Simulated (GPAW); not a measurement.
The system is MgO.

```
Mg O
1.0
     0.00000    2.09700    2.09700
     2.09700    0.00000    2.09700
     2.09700    2.09700    0.00000
Mg O
1 1
Direct
  0.00000 0.00000 0.00000
  0.50000 0.50000 0.50000
```

The cell is a database's computed one.

Program: GPAW 26.7.0. Alike in all runs: task single point; no spin polarisation; cell as given; cutoff (eV) 800; smearing fermi-dirac 0.05 eV. Hardware: 1 thread of Arm Neoverse V2, with other jobs on the host.

**Question.** Order these runs on this cell by their wall time, lowest first.
A. level vdW-DF2; potentials or basis GPAW PAW data sets (gpaw-data 1.2.1), pw; k mesh 11 × 11 × 11
B. level TPSS; potentials or basis GPAW PAW data sets (gpaw-data 1.2.1), pw; k mesh 11 × 11 × 11; eigensolver davidson
C. level TB-mBJ; potentials or basis GPAW PAW data sets for LDA (gpaw-data 1.2.1), pw; k mesh 12 × 12 × 12

**Answer.** A (14 s), B (44 s), C (98 s).

Caveats: a model potential gives levels but no total energy (some runs).

Not every run made on this cell is shown here.
